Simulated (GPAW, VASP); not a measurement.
Given: the input of a run of VASP 6.6.1 on ZnO (zincite). 

The input INCAR:

```
SYSTEM = ZnO
PREC = Accurate
ENCUT = 520
EDIFF = 1E-6
ISMEAR = 0
SIGMA = 0.012
LREAL = .False.
LASPH = .True.
NELM = 60
ALGO = Fast
ISIF = 2
LWAVE = .False.
LCHARG = .True.
GGA = PE
LELF = .True.
LVHAR = .True.
```

KPOINTS

```
regular mesh
0
Gamma
  9 9 5
  0 0 0
```

File POSCAR:

```
ZnO
1.0
    3.2493080000      0.0000000000      0.0000000000
   -1.6246540000      2.8139832727      0.0000000000
    0.0000000000      0.0000000000      5.2057090000
Zn O
2 2
Direct
    0.6666666667      0.3333333333      0.0000000000
    0.3333333333      0.6666666667      0.5000000000
    0.3333333333      0.6666666667      0.8790100000
    0.6666666667      0.3333333333      0.3790100000
```

Potentials or basis: VASP PAW PBE potentials, release 64 (Zn, O).

Run with:

```sh
$ cat potpaw_PBE.64/Zn/POTCAR potpaw_PBE.64/O/POTCAR > POTCAR
$ mpirun -np 1 vasp_std > vasp.out
```

Q: Set up the same calculation for GPAW 26.7.0 (ASE script). Potentials or basis there: GPAW PAW data sets (gpaw-data 1.2.1), cutoff 800 eV.

A: As run (cutoffs and basis follow the program's own potentials, and thresholds, step limits or extra output files can differ):

run.py

```python
from ase import Atoms
from ase.dft.bandgap import bandgap
from ase.io import write
from ase.units import GPa
from gpaw import GPAW, PW

atoms = Atoms(['Zn', 'Zn', 'O', 'O'],
              cell=[[3.249308, 0.0, 0.0],
                    [-1.624654, 2.8139832727, 0.0],
                    [0.0, 0.0, 5.205709]],
              scaled_positions=[[0.6666666667, 0.3333333333, 0.0],
                                [0.3333333333, 0.6666666667, 0.5],
                                [0.3333333333, 0.6666666667, 0.87901],
                                [0.6666666667, 0.3333333333, 0.37901]],
              pbc=True)

calc = GPAW(mode=PW(800),
            xc='PBE',
            kpts={'size': (9, 9, 5), 'gamma': True},
            occupations={'name': 'methfessel-paxton', 'order': 0, 'width': 0.012},
            nbands=31,
            convergence={'density': 1e-05, 'energy': 1e-05},
            maxiter=150,
            txt='gpaw.txt')
atoms.calc = calc
energy = atoms.get_potential_energy()
forces = atoms.get_forces()
stress = atoms.get_stress()
calc.write('gs.gpw')
write('result.traj', atoms)
print(f'Energy: {energy:.6f} eV')
print('Forces (eV/A):')
print(forces.round(4))
print('Stress (GPa):', (stress / GPa).round(3))
print('Fermi level:', round(calc.get_fermi_level(), 4), 'eV')
print(f'Gap: {bandgap(calc)[0]:.4f} eV, direct: {bandgap(calc, direct=True)[0]:.4f} eV')
```

Potentials or basis: GPAW PAW data sets (gpaw-data 1.2.1), pw.

Command:

```bash
$ OMP_NUM_THREADS=1 python run.py
```

Both were run:

|  | VASP | GPAW |
| --- | --- | --- |
| Pressure | 5.9 GPa | 5.1 GPa |
| Largest force | 0.074 eV/Å | 0.073 eV/Å |

Pressure is positive in compression.
